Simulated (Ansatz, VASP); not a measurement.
**WSe2: VASP beside Ansatz**

File INCAR:

```
SYSTEM = WSe2
ALGO = Normal
EDIFF = 1E-6
ENCUT = 520
GGA = PS
ISIF = 2
ISMEAR = -1
LASPH = .True.
LCHARG = .True.
LELF = .True.
LREAL = .False.
LVHAR = .True.
LWAVE = .False.
NBANDS = 20
NELM = 60
PREC = Accurate
SIGMA = 0.02
```

The input KPOINTS:

```
k-points
0
Gamma
  6 6 4
  0 0 0
```

POSCAR

```
WSe2
1.0
    3.3153441817      0.0000000000      0.0000000000
   -1.6576720909      2.8711722836      0.0000000000
    0.0000000000      0.0000000000      6.5191987047
W Se
1 2
Direct
    0.0000000000      0.0000000000      0.0000000000
    0.3333333333      0.6666666667      0.2571683813
    0.6666666667      0.3333333333      0.7428316187
```

Input for Ansatz:

```yaml
crystal:
  lattice:
    - [3.3153441817, 0.0, 0.0]
    - [-1.6576720909, 2.8711722836, 0.0]
    - [0.0, 0.0, 6.5191987047]
  atoms:
    - { symbol: W, position: [0.0, 0.0, 0.0] }
    - { symbol: Se, position: [0.3333333333, 0.6666666667, 0.2571683813] }
    - { symbol: Se, position: [0.6666666667, 0.3333333333, 0.7428316187] }
kpoints:
  mp_grid: { grid: [6, 6, 4] }
hamiltonian:
  xc: pbesol
scf:
  occupations: { method: fermi_dirac, width: 0.02 }
  n_extra_bands: 4
output:
  forces: true
  stress: true
  eigenvalues: true
  write_density: true
  write_potential: true
  elf: true
  volumetric_format: npy
```

The cell was built by a generator and needn't be a form met in nature.

Alike in both runs: task single point; functional PBEsol; k mesh 6 × 6 × 4; occupations fermi-dirac, width 0.02 eV; no spin polarisation.

|  | VASP | Ansatz |
| --- | --- | --- |
| version | VASP 6.6.1 | Ansatz 0.2.0 |
| potentials or method | VASP PAW PBE potentials, release 64 (W_sv, Se) | plane waves, PAW |
| plane-wave cutoff (eV) | 520 | 420 |
| valence electrons in the cell | 26 | 46 |

|  | VASP | Ansatz | Ansatz less VASP |
| --- | --- | --- | --- |
| pressure (GPa) | -1.2 | -1.6 | -0.36 |
| largest component of the traceless stress (GPa) | 2.51 | 2.46 | -0.058 |
| rms of the force components (eV/Å) | 0.048 | 0.024 | -0.0234 |

Atom by atom the forces differ by 0.023 eV/Å (rms over components). The functional is the same, so the differences come from potentials, cutoffs and numerics. The two sets of potentials don't hold the same shells in valence.

Caveats: the k mesh is coarse (spacing up to 0.36 Å⁻¹), so the values aren't converged; the PAW data sets were made with another functional, which shifts forces and pressure a little (VASP); this functional lacks dispersion, which binds the layers, so the pressure and a relaxed spacing across them are unreliable. Spin-orbit coupling is left out, which matters for the levels of W.
